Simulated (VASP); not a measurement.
# PtS2 (C2/m) in VASP: further runs

The runs below take PtS2 through single point, with PBE+U, LDA+U.

Program: VASP 6.6.1. These are calculated values, not measurements. Logs are shortened: lines on timing, memory, paths and dates and some standing lists are left out, and cuts for length are marked.

## Step 1: The structure

Symmetry: C2/m, No. 12, monoclinic system. Conventional cell: a = 6.233 Å, b = 3.821 Å, c = 4.395 Å, α = 90.00°, β = 90.04°, γ = 90.00°. Around Pt (site symmetry 2/m) lie 6 S at 2.32 to 2.58 Å. Around S (site symmetry m) lie 3 Pt at 2.32 to 2.58 Å.

The cell was built by a generator and isn't the measured one.

## Step 2: Single point, PBE+U, collinear spin, random start

Contents of INCAR:

```
SYSTEM = PtS2
PREC = Accurate
ENCUT = 520
EDIFF = 1E-7
ISMEAR = 0
SIGMA = 0.05
LREAL = .FALSE.
LASPH = .TRUE.
NELM = 60
ALGO = Fast
ISIF = 2
LWAVE = .FALSE.
LCHARG = .FALSE.
ISPIN = 2
MAGMOM = -0.13 0 0
LORBIT = 11
LMAXMIX = 4
LDAU = .TRUE.
LDAUTYPE = 2
LDAUL = 2 -1
LDAUU = 6 0
LDAUJ = 0 0
LDAUPRINT = 1
GGA = PE
```

Contents of KPOINTS:

```
regular mesh
0
G
  6 6 4
  0 0 0
```

Contents of POSCAR:

```
PtS2
1.0
    3.1165126000     -1.9104842100      0.0000000000
    3.1165126000      1.9104842100      0.0000000000
   -0.0030682400      0.0000000000      4.3949362900
Pt S
1 2
Direct
    0.0000000000      0.0000000000      0.0000000000
    0.6879000000      0.6879000000      0.2889000000
    0.3121000000      0.3121000000      0.7111000000
```

Potentials or basis: VASP PAW PBE potentials, release 64 (Pt, S).

Run with:

```console
$ cat potpaw_PBE.64/Pt/POTCAR potpaw_PBE.64/S/POTCAR > POTCAR
$ mpirun -np 1 vasp_std > vasp.out
```

OUTCAR:

```text
SYSTEM = PtS2
   PREC = Accurate
   ENCUT = 520
   EDIFF = 1E-7
   ISMEAR = 0
   LREAL = .FALSE.
   LASPH = .TRUE.
   NELM = 60
   ISIF = 2
   ISPIN = 2
   LORBIT = 11
   GGA = PE

 ion  position               nearest neighbor table
   1  0.000  0.000  0.000-   2 2.32   3 2.32   2 2.58   2 2.58   3 2.58   3 2.58
   2  0.688  0.688  0.289-   1 2.32   1 2.58   1 2.58   3 2.77   3 2.77
   3  0.312  0.312  0.711-   1 2.32   1 2.58   1 2.58   2 2.77   2 2.77

  LATTYP: Found a base centered monoclinic cell.
 ALAT       =     6.2330252000
 B/A-ratio  =     0.6130198896
 C/A-ratio  =     0.7051050204
 COS(beta)  =    -0.0006981305

  Lattice vectors:

 A1 = (   3.1165126000,  -1.9104842100,   0.0000000000)
 A2 = (   3.1165126000,   1.9104842100,   0.0000000000)
 A3 = (  -0.0030682400,   0.0000000000,   4.3949362900)

Analysis of symmetry for initial positions (statically):
=====================================================================
 Subroutine PRICEL returns:
 Original cell was already a primitive cell.

 Routine SETGRP: Setting up the symmetry group for a
 base centered monoclinic supercell.

 Subroutine GETGRP returns: Found  4 space group operations
 (whereof  4 operations were pure point group operations)
 out of a pool of  4 trial point group operations.

The static configuration has the point symmetry C_2h.

Analysis of symmetry for dynamics (positions and initial velocities):
=====================================================================
 Subroutine PRICEL returns:
 Original cell was already a primitive cell.

 Routine SETGRP: Setting up the symmetry group for a
 base centered monoclinic supercell.

 Subroutine GETGRP returns: Found  4 space group operations
 (whereof  4 operations were pure point group operations)
 out of a pool of  4 trial point group operations.

The dynamic configuration has the point symmetry C_2h.

Analysis of structural, dynamic, and magnetic symmetry:
=====================================================================
 Subroutine PRICEL returns:
 Original cell was already a primitive cell.

 Routine SETGRP: Setting up the symmetry group for a
 base centered monoclinic supercell.

 Subroutine GETGRP returns: Found  4 space group operations
 (whereof  4 operations were pure point group operations)
 out of a pool of  4 trial point group operations.

The overall configuration has the point symmetry C_2h.

 Subroutine INISYM returns: Found  4 space group operations
 (whereof  4 operations are pure point group operations),
 and found     1 'primitive' translations

----------------------------------------------------------------------------------------

                                     Primitive cell

  volume of cell :      52.3353

  direct lattice vectors                    reciprocal lattice vectors
     3.116512600 -1.910484210  0.000000000     0.160435738 -0.261713757  0.000112005
     3.116512600  1.910484210  0.000000000     0.160435738  0.261713757  0.000112005
    -0.003068240  0.000000000  4.394936290     0.000000000  0.000000000  0.227534584

  length of vectors
     3.655489119  3.655489119  4.394937361     0.306975128  0.306975128  0.227534584

  position of ions in fractional coordinates (direct lattice)
     0.000000000  0.000000000  0.000000000
     0.687900000  0.687900000  0.288900000
     0.312100000  0.312100000  0.711100000

  ion indices of the primitive-cell ions
   primitive index   ion index
                 1           1
                 2           2
                 3           3

[... 85 lines left out ...]
   EFERMI =   0.00;   METHOD = LEGACY
   ISMEAR =     0;   SIGMA  =   0.05  broadening in eV -4-tet -1-fermi 0-gaus
   EFERMI_NEDOS =   21; number of points for ismear=-14 and -15
   IALGO  =     68    algorithm
   IMIX   =      4    mixing-type and parameters
     AMIX     =   0.40;   BMIX     =  1.00
     AMIX_MAG =   1.60;   BMIX_MAG =  1.00
  volume/ion in A,a.u.               =      17.45       117.73
  Fermi-wavevector in a.u.,A,eV,Ry     =   1.226358  2.317481 20.462550  1.503955
  Thomas-Fermi vector in A             =   2.361362
   LORBIT       =     11    0 simple, 1 ext, 2 COOP (PROOUT), +10 PAW based schemes
 LDA+U is selected, type is set to LDAUTYPE =  2
   angular momentum for each species LDAUL =     2   -1
   U (eV)           for each species LDAUU =   6.0  0.0
   J (eV)           for each species LDAUJ =   0.0  0.0
   GGA     = PE    functional components
   LHFCALC =     F    Hartree Fock is set to
   AEXX    =    0.0000 exact exchange contribution
   IVDW    =     0    specifies the selected vdW correction
   LEPSILON=     F    determine dielectric tensor
   LRPA    =     F    only Hartree local field effects (RPA)
 spin polarized calculation
 RMM-DIIS sequential band-by-band and
 Gauss-broadening in eV      SIGMA  =   0.05
  energy-cutoff  :      520.00
  volume of cell :       52.34
 maximum number of plane-waves:      1429
   NGX = 13   NGY = 13   NGZ = 17

 number of electron      21.9999995 magnetization       0.0003202

atom =   1  type =  1  l = 2

 onsite density matrix

spin component  1

  0.8717 -0.0937  0.0000  0.0000  0.0000
 -0.0937  0.8245  0.0000  0.0000  0.0000
  0.0000  0.0000  0.9441  0.0109 -0.0065
  0.0000  0.0000  0.0109  0.7749  0.1249
  0.0000  0.0000 -0.0065  0.1249  0.8523

spin component  2

  0.8718 -0.0936  0.0000  0.0000  0.0000
 -0.0936  0.8246  0.0000  0.0000  0.0000
  0.0000  0.0000  0.9441  0.0109 -0.0065
  0.0000  0.0000  0.0109  0.7749  0.1249
  0.0000  0.0000 -0.0065  0.1249  0.8524

 occupancies and eigenvectors

  o =  0.6822  v =  0.0000  0.0000  0.0481 -0.8042  0.5924  0.0000  0.0000  0.0000  0.0000  0.0000      0.0000  0.0000  0.0000  0.0000  0.0000  0.0000  0.0000  0.0000  0.0000  0.0000
  o =  0.6823  v =  0.0000  0.0000  0.0000  0.0000  0.0000  0.0000  0.0000  0.0481 -0.8042  0.5924      0.0000  0.0000  0.0000  0.0000  0.0000  0.0000  0.0000  0.0000  0.0000  0.0000
  o =  0.7515  v = -0.6147 -0.7888  0.0000  0.0000  0.0000  0.0000  0.0000  0.0000  0.0000  0.0000      0.0000  0.0000  0.0000  0.0000  0.0000  0.0000  0.0000  0.0000  0.0000  0.0000
  o =  0.7516  v =  0.0000  0.0000  0.0000  0.0000  0.0000 -0.6147 -0.7888  0.0000  0.0000  0.0000      0.0000  0.0000  0.0000  0.0000  0.0000  0.0000  0.0000  0.0000  0.0000  0.0000
  o =  0.9433  v =  0.0000  0.0000  0.0000  0.0000  0.0000  0.0000  0.0000  0.6587 -0.4203 -0.6241      0.0000  0.0000  0.0000  0.0000  0.0000  0.0000  0.0000  0.0000  0.0000  0.0000
  o =  0.9433  v =  0.0000  0.0000  0.6592 -0.4200 -0.6237  0.0000  0.0000  0.0000  0.0000  0.0000      0.0000  0.0000  0.0000  0.0000  0.0000  0.0000  0.0000  0.0000  0.0000  0.0000
  o =  0.9447  v =  0.0000  0.0000  0.0000  0.0000  0.0000 -0.7888  0.6147  0.0000  0.0000  0.0000      0.0000  0.0000  0.0000  0.0000  0.0000  0.0000  0.0000  0.0000  0.0000  0.0000
  o =  0.9447  v = -0.7888  0.6147  0.0000  0.0000  0.0000  0.0000  0.0000  0.0000  0.0000  0.0000      0.0000  0.0000  0.0000  0.0000  0.0000  0.0000  0.0000  0.0000  0.0000  0.0000
  o =  0.9457  v =  0.0000  0.0000  0.0000  0.0000  0.0000  0.0000  0.0000 -0.7509 -0.4202 -0.5096      0.0000  0.0000  0.0000  0.0000  0.0000  0.0000  0.0000  0.0000  0.0000  0.0000
  o =  0.9457  v =  0.0000  0.0000 -0.7504 -0.4205 -0.5100  0.0000  0.0000  0.0000  0.0000  0.0000      0.0000  0.0000  0.0000  0.0000  0.0000  0.0000  0.0000  0.0000  0.0000  0.0000

 number of electron      21.9999995 magnetization      -0.0000296

 Free energy of the ion-electron system (eV)
  ---------------------------------------------------
  ext. energy  EPLUGINS =         0.00000000
  ---------------------------------------------------
  free energy    TOTEN  =       -10.86626600 eV

  energy without entropy =      -10.86476645  energy(sigma->0) =      -10.86551623

 E-fermi :   6.9900     XC(G=0): -11.0577

 val. band max:        6.9704869334   @ k =   0.3333   0.3333   0.5000
 cond. band min:       7.0012323980   @ k =   0.3333   0.1667   0.0000
 fundamental gap:      0.0307454646
 Fermi energy:         6.9899800266

 spin component 1

 k-point     1 :       0.0000    0.0000    0.0000
  band No.  band energies     occupation
      1      -8.1403      1.00000
      2      -4.4063      1.00000
      3      -0.2513      1.00000
      4       0.4983      1.00000
      5       0.8425      1.00000
      6       2.4010      1.00000
      7       2.6156      1.00000
      8       4.2934      1.00000
      9       5.7562      1.00000
     10       6.5588      1.00000
     11       6.9333      0.94561
     12       7.5742      0.00000
[... 841 lines left out ...]
      4       1.0094      1.00000
      5       1.4576      1.00000
      6       1.8026      1.00000
      7       2.6989      1.00000
      8       3.2181      1.00000
      9       4.7903      1.00000
     10       5.1556      1.00000
     11       6.0039      1.00000
     12       7.8433      0.00000
     13       9.1286      0.00000
     14      12.6801      0.00000
     15      14.2669      0.00000

 [... further k-points ...]

------------------------ aborting loop because EDIFF is reached ----------------------------------------

  FORCE on cell =-STRESS in cart. coord.  units (eV):
  Direction    XX          YY          ZZ          XY          YZ          ZX
  --------------------------------------------------------------------------------------
  -------------------------------------------------------------------------------------
  Total       -1.2601536     -5.0103867     -1.0437000      0.0000000      0.0000000     -2.0226696
  in kB      -38.5779499   -153.3864186    -31.9515056      0.0000000      0.0000000    -61.9213770
  external PRESSURE =     -74.6386247 kB  Pullay stress =       0.0000000 kB

 VOLUME and BASIS-vectors are now :
 -----------------------------------------------------------------------------
  energy-cutoff  :      520.00
  volume of cell :       52.34
      direct lattice vectors                 reciprocal lattice vectors
     3.116512600 -1.910484210  0.000000000     0.160435738 -0.261713757  0.000112005
     3.116512600  1.910484210  0.000000000     0.160435738  0.261713757  0.000112005
    -0.003068240  0.000000000  4.394936290     0.000000000  0.000000000  0.227534584

 POSITION                                       TOTAL-FORCE (eV/Angst)
 -----------------------------------------------------------------------------------
      0.00000      0.00000      0.00000        -0.000000     -0.000000      0.000000
      4.28681      0.00000      1.26970        -0.723873      0.000000     -1.028237
      1.94315      0.00000      3.12524         0.723873      0.000000      1.028237
 -----------------------------------------------------------------------------------
    total drift:                               -0.000000     -0.000000      0.000000

  FREE ENERGIE OF THE ION-ELECTRON SYSTEM (eV)
  ---------------------------------------------------
  free  energy   TOTEN  =       -10.8662660013 eV

  energy  without entropy=      -10.8647664527  energy(sigma->0) =      -10.86551623

 total charge

# of ion       s       p       d       tot
------------------------------------------
    1        0.608   0.581   8.470   9.659
    2        1.382   2.177   0.000   3.559
    3        1.382   2.177   0.000   3.559
--------------------------------------------------
tot          3.373   4.936   8.470  16.778

 magnetization (x)

# of ion       s       p       d       tot
------------------------------------------
    1       -0.000   0.000  -0.000  -0.000
    2       -0.000   0.000   0.000   0.000
    3       -0.000   0.000   0.000   0.000
--------------------------------------------------
tot         -0.000   0.000  -0.000  -0.000
```

It took 79 s on 1 thread of Intel Xeon Platinum 8259CL at 2.50GHz (Skylake/Cascade Lake), shared host; peak memory 0.22 GiB.

Results:

| Quantity | Value |
| --- | --- |
| Free energy | -10.8663 eV |
| Pressure | -7.5 GPa |
| Largest force | 1.257 eV/Å |
| Band gap on the k mesh | none (metal or under the smearing width) |
| Net moment | 0.00 μB per cell |
| Valence electrons inside the program's atomic spheres | Pt 9.66; S 3.56 |

Forces in eV/Å, atoms in the order of the input:
```
Pt   0.000  0.000  0.000
S   -0.724  0.000 -1.028
S    0.724  0.000  1.028
```

Stress tensor (GPa, compression positive):
```
 -3.86   0.00  -6.19
  0.00 -15.34   0.00
 -6.19   0.00  -3.20
```

Eigenvalues of the final occupation matrices:
```csv
site,spin,trace,eigenvalues
site 1 d,1,4.27,0.68 0.75 0.94 0.94 0.95
site 1 d,2,4.27,0.68 0.75 0.94 0.94 0.95
```

Caveat: forces of over 1 eV/Å show positions far from the minimum, so gaps and moduli don't describe the material at rest. Spin-orbit coupling is left out, which matters for the levels of Pt.

[end of part 1 of 2]
